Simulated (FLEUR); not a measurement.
# Au (Fm-3m) in FLEUR: notebook

The runs below take Au through band structure, equation of state, with PBE.

Everything below comes from runs of FLEUR MaX-R8.1 (later development tree). Logs are shortened: lines on timing, memory, paths and dates and some standing lists are left out, and cuts for length are marked.

### Step 1. The structure

The structure is cubic, space group Fm-3m (No. 225). Conventional cell: a = 4.070 Å, b = 4.070 Å, c = 4.070 Å, α = 90.00°, β = 90.00°, γ = 90.00°. Au (site symmetry m-3m) has 12 Au at 2.88 Å as nearest neighbours.

### Step 2. Band structure, PBE

The input, inp.xml:

```xml
<?xml version="1.0" encoding="UTF-8" standalone="no"?>
<fleurInput fleurInputVersion="0.39">
   <comment>
      Au                                                                                                  
   </comment>
   <calculationSetup>
      <cutoffs Kmax="4.5" Gmax="22.5" GmaxXC="22.5" numbands="0"/>
      <scfLoop itmax="60" minDistance="0.00001" maxIterBroyd="15" imix="Anderson" alpha="0.05" precondParam="0.0" spinf="2.0" sdNocoIR="T"/>
      <coreElectrons ctail="T" frcor="F" kcrel="0" coretail_lmax="0"/>
      <xcFunctional name="pbe" relativisticCorrections="F"/>
      <magnetism jspins="1"/>
      <soc l_soc="F" theta="0.0" phi="0.0" spav="F"/>
      <expertModes spex="0" secvar="F"/>
      <geometryOptimization l_f="F" forcealpha="1.0" forcemix="BFGS" epsdisp="0.00001" epsforce="0.00001"/>
      <ldaU l_linMix="F" mixParam="0.05" spinf="1.0"/>
   </calculationSetup>
   <cell>
      <bzIntegration valenceElectrons="19.0" mode="hist" fermiSmearingEnergy="0.00183747">
         <kPointListSelection listName="default-1"/>
         <!-- k-points included here -->
         <xi:include xmlns:xi="http://www.w3.org/2001/XInclude" href="kpts.xml"> </xi:include>
      </bzIntegration>
      <!-- symmetry operations included here -->
      <xi:include xmlns:xi="http://www.w3.org/2001/XInclude" href="sym.xml"> </xi:include>
      <bulkLattice scale="1.0">
         <bravaisMatrix>
            <row-1>    0.0000000000000000     3.8455926635609998     3.8455926635609998</row-1>
            <row-2>    3.8455926635609998     0.0000000000000000     3.8455926635609998</row-2>
            <row-3>    3.8455926635609998     3.8455926635609998     0.0000000000000000</row-3>
         </bravaisMatrix>
      </bulkLattice>
   </cell>
   <atomSpecies>
      <species name="Gold (Au)" element="Au" atomicNumber="79">
         <mtSphere radius="2.52" gridPoints="833" logIncrement="0.016"/>
         <atomicCutoffs lmax="10" lnonsphr="8"/>
         <electronConfig flipSpins="F">
            <coreConfig>(1s1/2) (2s1/2) (2p1/2) (2p3/2) (3s1/2) (3p1/2) (3p3/2) (4s1/2) (3d3/2) (3d5/2) (4p1/2) (4p3/2) (4d3/2) (4d5/2) (4f5/2) (4f7/2)</coreConfig>
            <valenceConfig>(5s1/2) (5p1/2) (5p3/2) (6s1/2) (5d3/2) (5d5/2)</valenceConfig>
            <stateOccupation state="(6s1/2)" spinUp="0.500000" spinDown="0.500000"/>
         </electronConfig>
         <energyParameters s="6" p="6" d="5" f="5"/>
         <lo type="SCLO" l="0" n="5" eDeriv="0"/>
         <lo type="SCLO" l="1" n="5" eDeriv="0"/>
         <lo type="SCLO" l="1" n="5" eDeriv="1"/>
         <lo type="SCLO" l="2" n="5" eDeriv="2"/>
         <lo type="SCLO" l="3" n="5" eDeriv="2"/>
      </species>
   </atomSpecies>
   <atomGroups>
      <atomGroup species="Gold (Au)">
         <relPos label="                   1">.0000000000 .0000000000 .0000000000</relPos>
         <force calculate="T" relaxXYZ="TTT"/>
      </atomGroup>
   </atomGroups>
   <output dos="F" band="F" slice="F">
      <checks vchk="F" cdinf="F"/>
      <bandDOS minEnergy="-.5*Htr" maxEnergy="0.5*Htr" sigma="0.015" storeEVData="T"/>
      <vacuumDOS vacdos="F" integ="F" star="F" nstars="0" locx1="0.0" locy1="0.0" locx2="0.0" locy2="0.0" nstm="0" tworkf="0.0"/>
      <unfoldingBand unfoldBand="F" supercellX="1" supercellY="1" supercellZ="1"/>
      <plotting iplot="0" polar="F">
         <plot TwoD="T" vec1="  1.0  0.0  0.0" vec2="  0.0  1.0  0.0" vec3="  0.0  0.0  1.0" zero="  0.0  0.0  0.0" file="plot"/>
      </plotting>
      <chargeDensitySlicing numkpt="0" minEigenval="0.0" maxEigenval="0.0" nnne="0" pallst="F"/>
      <specialOutput eonly="F"/>
      <moessbauerParams electricFieldGradient="T" isomerShift="T" coreHyperfine="T" valenceHyperfine="T"/>
      <magneticCircularDichroism mcd="F" energyLo="-10.0" energyUp="0.0"/>
   </output>
  <!-- We include the file relax.xml here to enable relaxations (see documentation) -->
  <xi:include xmlns:xi="http://www.w3.org/2001/XInclude" href="relax.xml"> <xi:fallback/> </xi:include>
</fleurInput>
```

The input, crystal.txt:

```
Au
&input cartesian=F /
0.0000000000  2.0350000000  2.0350000000
2.0350000000  0.0000000000  2.0350000000
2.0350000000  2.0350000000  0.0000000000
1.8897261246
1.0 1.0 1.0

1
79 0.0000000000  0.0000000000  0.0000000000

&kpt div1=11 div2=11 div3=11 gamma=T /
```

The input, inp.xml (bands):

```
<?xml version="1.0" encoding="UTF-8" standalone="no"?>
<fleurInput fleurInputVersion="0.39">
   <comment>
      Au                                                                                                  
   </comment>
   <calculationSetup>
      <cutoffs Kmax="4.5" Gmax="22.5" GmaxXC="22.5" numbands="0"/>
      <scfLoop itmax="60" minDistance="0.00001" maxIterBroyd="15" imix="Anderson" alpha="0.05" precondParam="0.0" spinf="2.0" sdNocoIR="T"/>
      <coreElectrons ctail="T" frcor="F" kcrel="0" coretail_lmax="0"/>
      <xcFunctional name="pbe" relativisticCorrections="F"/>
      <magnetism jspins="1"/>
      <soc l_soc="F" theta="0.0" phi="0.0" spav="F"/>
      <expertModes spex="0" secvar="F"/>
      <geometryOptimization l_f="F" forcealpha="1.0" forcemix="BFGS" epsdisp="0.00001" epsforce="0.00001"/>
      <ldaU l_linMix="F" mixParam="0.05" spinf="1.0"/>
   </calculationSetup>
   <cell>
      <bzIntegration valenceElectrons="19.0" mode="hist" fermiSmearingEnergy="0.00183747">
         <kPointListSelection listName="path-1"/>
         <!-- k-points included here -->
         <xi:include xmlns:xi="http://www.w3.org/2001/XInclude" href="kpts.xml"> </xi:include>
      </bzIntegration>
      <!-- symmetry operations included here -->
      <xi:include xmlns:xi="http://www.w3.org/2001/XInclude" href="sym.xml"> </xi:include>
      <bulkLattice scale="1.0">
         <bravaisMatrix>
            <row-1>    0.0000000000000000     3.8455926635609998     3.8455926635609998</row-1>
            <row-2>    3.8455926635609998     0.0000000000000000     3.8455926635609998</row-2>
            <row-3>    3.8455926635609998     3.8455926635609998     0.0000000000000000</row-3>
         </bravaisMatrix>
      </bulkLattice>
   </cell>
   <atomSpecies>
      <species name="Gold (Au)" element="Au" atomicNumber="79">
         <mtSphere radius="2.52" gridPoints="833" logIncrement="0.016"/>
         <atomicCutoffs lmax="10" lnonsphr="8"/>
         <electronConfig flipSpins="F">
            <coreConfig>(1s1/2) (2s1/2) (2p1/2) (2p3/2) (3s1/2) (3p1/2) (3p3/2) (4s1/2) (3d3/2) (3d5/2) (4p1/2) (4p3/2) (4d3/2) (4d5/2) (4f5/2) (4f7/2)</coreConfig>
            <valenceConfig>(5s1/2) (5p1/2) (5p3/2) (6s1/2) (5d3/2) (5d5/2)</valenceConfig>
            <stateOccupation state="(6s1/2)" spinUp="0.500000" spinDown="0.500000"/>
         </electronConfig>
         <energyParameters s="6" p="6" d="5" f="5"/>
         <lo type="SCLO" l="0" n="5" eDeriv="0"/>
         <lo type="SCLO" l="1" n="5" eDeriv="0"/>
         <lo type="SCLO" l="1" n="5" eDeriv="1"/>
         <lo type="SCLO" l="2" n="5" eDeriv="2"/>
         <lo type="SCLO" l="3" n="5" eDeriv="2"/>
      </species>
   </atomSpecies>
   <atomGroups>
      <atomGroup species="Gold (Au)">
         <relPos label="                   1">.0000000000 .0000000000 .0000000000</relPos>
         <force calculate="T" relaxXYZ="TTT"/>
      </atomGroup>
   </atomGroups>
   <output dos="F" band="T" slice="F">
      <checks vchk="F" cdinf="F"/>
      <bandDOS minEnergy="-.5*Htr" maxEnergy="0.5*Htr" sigma="0.015" storeEVData="T"/>
      <vacuumDOS vacdos="F" integ="F" star="F" nstars="0" locx1="0.0" locy1="0.0" locx2="0.0" locy2="0.0" nstm="0" tworkf="0.0"/>
      <unfoldingBand unfoldBand="F" supercellX="1" supercellY="1" supercellZ="1"/>
      <plotting iplot="0" polar="F">
         <plot TwoD="T" vec1="  1.0  0.0  0.0" vec2="  0.0  1.0  0.0" vec3="  0.0  0.0  1.0" zero="  0.0  0.0  0.0" file="plot"/>
      </plotting>
      <chargeDensitySlicing numkpt="0" minEigenval="0.0" maxEigenval="0.0" nnne="0" pallst="F"/>
      <specialOutput eonly="F"/>
      <moessbauerParams electricFieldGradient="T" isomerShift="T" coreHyperfine="T" valenceHyperfine="T"/>
      <magneticCircularDichroism mcd="F" energyLo="-10.0" energyUp="0.0"/>
   </output>
  <!-- We include the file relax.xml here to enable relaxations (see documentation) -->
  <xi:include xmlns:xi="http://www.w3.org/2001/XInclude" href="relax.xml"> <xi:fallback/> </xi:include>
</fleurInput>
```

Potentials or basis: all-electron, FLAPW.

The run is started by

```sh
inpgen -f crystal.txt -profile moderate
# inp.xml edited to the form shown
fleur_MPI
fleur_MPI   # second run, on inp.xml (bands)
```

What it wrote:

```text
Welcome to FLEUR        (www.flapw.de)
      MaX-Release 8.1          (www.max-centre.eu)

 ========== k-point set info ==========
 Selected k-point list: default-1
 k-point list type: mesh
 11 x 11 x 11
 Number of k points: 56

 ------------Calculation Setup---------------------------
 Number of MPI-tasks      :            1
 Number of PE/node        :            1
 Number of OMP-threads    :            1
 Most efficient MPI parallelization for:
           1           2           4           7           8          14          28          56
 Additional eigenvalue parallelization possible
 Number of basis functions:          217
 Approximate size of matrices (H+S) per k-point:         0.001 GB
 --------------------------------------------------------
 Iteration:     1   Distance:      16.25322396 me/bohr^3
 Iteration:     2   Distance:      14.64478399 me/bohr^3
 Iteration:     3   Distance:       6.41733978 me/bohr^3
 Iteration:     4   Distance:       2.18963646 me/bohr^3
 Iteration:     5   Distance:       1.94640379 me/bohr^3
 Iteration:     6   Distance:       0.17970874 me/bohr^3
 Iteration:     7   Distance:       0.17364297 me/bohr^3
 Iteration:     8   Distance:       0.01773300 me/bohr^3
 Iteration:     9   Distance:       0.01335733 me/bohr^3
 Iteration:    10   Distance:       0.00153864 me/bohr^3
 Iteration:    11   Distance:       0.00010570 me/bohr^3
 Iteration:    12   Distance:       0.00006682 me/bohr^3
 Iteration:    13   Distance:       0.00000257 me/bohr^3

 ********************************************************************
 Run finished successfully
 Stop message:
   all done
 ********************************************************************
```

output (bands):

```text
Welcome to FLEUR        (www.flapw.de)
      MaX-Release 8.1          (www.max-centre.eu)

 ========== k-point set info ==========
 Selected k-point list: path-1
 k-point list type: path
 Number of k points: 60

 ------------Calculation Setup---------------------------
 Number of MPI-tasks      :            1
 Number of PE/node        :            1
 Number of OMP-threads    :            1
 Most efficient MPI parallelization for:
           1           2           3           4           5           6          10          12          15          20          30          60
 Additional eigenvalue parallelization possible
 Number of basis functions:          225
 Approximate size of matrices (H+S) per k-point:         0.001 GB
 --------------------------------------------------------
 Fermi energy correction for metals:
 Fermi energy in bands.* files may not be consistent with last density.
 Please correct it manually (e.g. in band.gnu file).

 Note: Band structure data (together with different weights) is also stored in the banddos.hdf file.
       A convenient way of extracting and plotting the data from that file is by making use of the

 ********************************************************************
 Run finished successfully
 Stop message:
   Charge density postprocessing done.
 ********************************************************************
```

out.xml (last iteration):

```text
<iteration numberForCurrentRun="   13" overallNumber="   13">
         <energyParameters units="Htr">
            <atomicEP atomType="1" spin="1" branch="6s" branchLowest="-3.37" branchHighest="1.54" value="0.3368991784"/>
            <atomicEP atomType="1" spin="1" branch="6p" branchLowest="-1.56" branchHighest="2.45" value="0.5164730209"/>
            <atomicEP atomType="1" spin="1" branch="5d" branchLowest="-11.34" branchHighest="0.56" value="0.3707691503"/>
            <atomicEP atomType="1" spin="1" branch="5f" branchLowest="-2.37" branchHighest="2.61" value="0.8134131095"/>
            <loAtomicEP atomType="1" spin="1" branch="5s" branchLowest="-26.17" branchHighest="-3.37" value="-3.3695350355"/>
            <loAtomicEP atomType="1" spin="1" branch="5p" branchLowest="-19.42" branchHighest="-1.56" value="-1.6282040496"/>
            <loAtomicEP atomType="1" spin="1" branch="5p" branchLowest="-19.42" branchHighest="-1.56" value="-1.6282040496"/>
            <loAtomicEP atomType="1" spin="1" branch="5d" branchLowest="-11.34" branchHighest="0.56" value="0.3530353354"/>
            <loAtomicEP atomType="1" spin="1" branch="5f" branchLowest="-2.37" branchHighest="2.61" value="0.8134043490"/>
         </energyParameters>
         <eigenvalues>
            <eigenvaluesAt spin="1" ikpt="1" k_x="0.00000000" k_y="0.00000000" k_z="0.00000000">
                      -3.3699898869       -1.5789553519       -1.5789553519       -1.5789553519        0.1411809188
                       0.3336803355        0.3336803355        0.3336803355        0.3906442814        0.3906442814
                       1.0393100395        1.1886888627        1.1886888627        1.1886888627        1.3722861461
            </eigenvaluesAt>
            <eigenvaluesAt spin="1" ikpt="2" k_x="0.00000000" k_y="0.00000000" k_z="0.09090909">
                      -3.3699535481       -1.5796317195       -1.5790577205       -1.5790577205        0.1518286011
                       0.3303047030        0.3372446959        0.3372446959        0.3891288401        0.3891288401
                       1.0512662242        1.1299651676        1.2014785125        1.2014785125        1.4011817478
            </eigenvaluesAt>
            <eigenvaluesAt spin="1" ikpt="3" k_x="0.00000000" k_y="0.00000000" k_z="0.18181818">
                      -3.3698559224       -1.5814406352       -1.5793321837       -1.5793321837        0.1810093728
                       0.3248106875        0.3436723439        0.3436723439        0.3892578505        0.3892578505
                       1.0144460403        1.0821357277        1.2330333671        1.2330333671        1.3225802639
            </eigenvaluesAt>
            <eigenvaluesAt spin="1" ikpt="4" k_x="0.00000000" k_y="0.00000000" k_z="0.27272727">
[... 33 lines left out ...]
         <allElectronCharges>
            <spinDependentCharge spin="1" total="79.0000000" interstitial="1.4728971" mtSpheres="77.5271029"/>
            <totalCharge value="78.9999999953"/>
         </allElectronCharges>
         <moessbauerParams unitsHFF="kG" unitsIS="e/bohr^3" unitsEFG="Htr/bohr^2">
            <coreIsomerShift atomType="1" isTotal="2314865.25482">
               <shell n="1" l="0" isomerShift="1917403.25259"/>
               <shell n="2" l="0" isomerShift="287530.31023"/>
               <shell n="2" l="1" isomerShift="20715.30286"/>
               <shell n="3" l="0" isomerShift="65828.81811"/>
               <shell n="3" l="1" isomerShift="5316.45554"/>
               <shell n="4" l="0" isomerShift="16740.30637"/>
               <shell n="3" l="2" isomerShift="0.00218"/>
               <shell n="4" l="1" isomerShift="1330.80636"/>
               <shell n="4" l="2" isomerShift="0.00058"/>
               <shell n="4" l="3" isomerShift="0.00000"/>
            </coreIsomerShift>
            <isomerShift atomType="1" nucleusRadius="0.0001374" averageDensity="2318323.26550"/>
            <electricFieldGradient atomType="1" VXX="0.00000" VYY="0.00000" VZZ="0.00000" asymParam="0.00000">
            </electricFieldGradient>
         </moessbauerParams>
         <totalEnergy                                    value="   -19047.9285303109" units="Htr">
            <sumOfEigenvalues                            value="   -11699.8534910849">
               <coreElectrons value="-11687.4732534553"/>
               <valenceElectrons value="-12.3802376296"/>
            </sumOfEigenvalues>
            <densityCoulombPotentialIntegral value="-33110.6892168646"/>
            <densityEffectivePotentialIntegral value="-33589.1181769104"/>
            <chargeDenXCDenIntegral value="-365.5657651158"/>
            <FockExchangeEnergyValence value="0.0000000000"/>
            <FockExchangeEnergyCore value="0.0000000000"/>
            <atomTypeDependentContributions atomType="1">
               <electronNucleiInteractionDifferentMTs value="23973.5188901949"/>
               <MadelungTerm value="-42.7639523934"/>
            </atomTypeDependentContributions>
            <tkbTimesEntropy value="0.0000500566"/>
            <freeEnergy value="-19047.9285803675"/>
            <extrapolationTo0K value="-19047.9285553392"/>
         </totalEnergy>
         <densityConvergence units="me/bohr^3">
            <chargeDensity spin="1" distance="0.0000025738"/>
         </densityConvergence>
      </iteration>
```

Wall time 24 s (1 thread of Intel Xeon Platinum 8488C (Sapphire Rapids), shared host); peak memory 0.09 GiB.

Results:

```yaml
Free_energy: -518320.5418 eV
Band_gap_along_the_path: none (metal or under the smearing width)
Valence_electrons_inside_the_program's_atomic_spheres: Au 17.53 (radii Au 2.52 bohr)
```

Levels at the corners of the path, in eV from the Fermi level:
| point | band 6 | band 7 | band 8 | band 9 | band 10 | band 11 | band 12 | band 13 |
| --- | --- | --- | --- | --- | --- | --- | --- | --- |
| Γ | -4.78 | -4.78 | -4.78 | -3.23 | -3.23 | 14.42 | 18.48 | 18.48 |
| X | -6.89 | -2.05 | -1.67 | -1.67 | 0.95 | 5.85 | 10.01 | 10.01 |
| W | -5.26 | -5.26 | -3.39 | -1.67 | 4.76 | 6.32 | 6.32 | 9.47 |
| K | -5.95 | -3.92 | -2.94 | -2.13 | 3.86 | 4.68 | 7.48 | 12.65 |
| Γ | -4.78 | -4.78 | -4.78 | -3.23 | -3.23 | 14.42 | 18.48 | 18.48 |
| L | -4.82 | -4.82 | -2.00 | -2.00 | -1.05 | 3.11 | 13.88 | 17.18 |
| U | -5.95 | -3.92 | -2.94 | -2.13 | 3.86 | 4.68 | 7.48 | 12.65 |
| W | -5.26 | -5.26 | -3.39 | -1.67 | 4.76 | 6.32 | 6.32 | 9.47 |
| L | -4.82 | -4.82 | -2.00 | -2.00 | -1.05 | 3.11 | 13.88 | 17.18 |
| K | -5.95 | -3.92 | -2.94 | -2.13 | 3.86 | 4.68 | 7.48 | 12.65 |
| U | -5.95 | -3.92 | -2.94 | -2.13 | 3.86 | 4.68 | 7.48 | 12.65 |
| X | -6.89 | -2.05 | -1.67 | -1.67 | 0.95 | 5.85 | 10.01 | 10.01 |

Core levels (eV from the Fermi level):
| atom | levels |
| --- | --- |
| 1 Au | 1s1/2 -80655.0, 2s1/2 -14217.2, 2p1/2 -13631.1, 2p3/2 -11795.1, 3s1/2 -3353.5, 3p1/2 -3090.5, 3p3/2 -2685.3, 4s1/2 -726.0, 3d3/2 -2249.7, 3d5/2 -2162.6, 4p1/2 -613.9, 4p3/2 -516.8, 4d3/2 -333.6, 4d5/2 -315.5, 4f5/2 -80.7, 4f7/2 -76.9 |

Caveat: spin-orbit coupling is left out, which moves the levels of the heavy elements.

### Step 3. Equation of state, PBE, 15.84 Å³/atom (volume scaled by 0.94)

inp.xml, as its differences from that of step 2:

```diff
@@ -24,3 +24,3 @@
       <xi:include xmlns:xi="http://www.w3.org/2001/XInclude" href="sym.xml"> </xi:include>
-      <bulkLattice scale="1.0">
+      <bulkLattice scale="0.9795861087">
          <bravaisMatrix>
@@ -34,3 +34,3 @@
       <species name="Gold (Au)" element="Au" atomicNumber="79">
-         <mtSphere radius="2.52" gridPoints="833" logIncrement="0.016"/>
+         <mtSphere radius="2.47" gridPoints="833" logIncrement="0.016"/>
          <atomicCutoffs lmax="10" lnonsphr="8"/>
```

Potentials or basis: all-electron, FLAPW.

The run is started by

```sh
inpgen -f crystal.txt -profile moderate
# inp.xml edited to the form shown
fleur_MPI
```

Wall time 21 s (1 thread of Intel Xeon Platinum 8488C (Sapphire Rapids), shared host); peak memory 0.09 GiB.

It converged, with:

- Free energy: -518320.4292 eV
- Band gap on the k mesh: none (metal or under the smearing width)
- Valence electrons inside the program's atomic spheres: Au 17.45 (radii Au 2.47 bohr)

### Step 4. Equation of state, PBE, 16.18 Å³/atom (volume scaled by 0.96)

inp.xml, as its differences from that of step 3:

```diff
@@ -24,3 +24,3 @@
       <xi:include xmlns:xi="http://www.w3.org/2001/XInclude" href="sym.xml"> </xi:include>
-      <bulkLattice scale="0.9795861087">
+      <bulkLattice scale="0.9864848297">
          <bravaisMatrix>
```

The run is started by

```sh
inpgen -f crystal.txt -profile moderate
# inp.xml edited to the form shown
fleur_MPI
```

It took 20 s on 1 thread of Intel Xeon Platinum 8488C (Sapphire Rapids), shared host; peak memory 0.09 GiB.

It converged, with:

```yaml
Free_energy: -518320.4772 eV
Band_gap_on_the_k_mesh: none (metal or under the smearing width)
Valence_electrons_inside_the_program's_atomic_spheres: Au 17.42 (radii Au 2.47 bohr)
```

[end of part 1 of 2]
